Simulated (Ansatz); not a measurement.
# CdS: band gap against volume per atom

All results are calculated (Ansatz 0.2.0). Periodic Kohn-Sham DFT of a crystal at fixed atoms; Kohn-Sham levels at symmetry points; band -1 is the highest filled and +1 the lowest empty one at that point, spin up along a +z start moment.

Cell of the first row (space group P6_3mc, No. 186):
```
CdS
1.0
      4.0504     0.0000     0.0000
     -2.0252     3.5077     0.0000
      0.0000     0.0000     6.6112
Cd S
2 2
Direct
  0.33333 0.66667 0.00000
  0.66667 0.33333 0.50000
  0.33333 0.66667 0.38500
  0.66667 0.33333 0.88500
```

Settings of every row: method all-electron LAPW; functional PBE; relativity scalar; k mesh 7x7x4; filling fermi-dirac; smearing width 0.01 eV; basis error target 1 meV/atom; nucleus gaussian.

Atom start moment: 0 on all atoms.

Limits: semilocal functionals tend to give too small a gap; no spin-orbit coupling, which shifts gaps with heavier elements (CdS).

```csv
row,volume per atom (Å³),band gap (eV),smallest direct gap on path (eV)
1,23.483,1.362,1.362
2,23.982,1.316,1.316
3,24.482,1.271,1.271
4,24.732,?,?
5,24.982,1.226,1.226
6,25.231,1.204,1.204
7,25.481,1.182,1.182
8,25.981,1.137,1.137
9,26.48,1.093,1.093
```

Question: what band gap should row 4 give?

Worked fit of band gap. Take t = volume per atom − 25, in Å³. The shown rows have t = -1.517, -1.018, -0.518, -0.018, 0.231, 0.481, 0.981, 1.48. Their means are 0.01275 and 1.2239 eV; the sums about the means are S_tt = 7.042 and S_ty = -0.6314, whose ratio is the slope. Least squares give band gap = 1.225 − 0.08966 × t eV. The rows lie off it by 0.001, 0.000, 0.000, -0.001, 0.000, 0.000, 0.000, 0.001. The withheld row has t = -0.268, so the fit gives 1.225 − 0.08966 × (-0.268) = 1.249 eV.

The calculation gave 1.249 eV. The fit meets it to the printed digit.

The other values of row 4: smallest direct gap on path 1.249 eV.
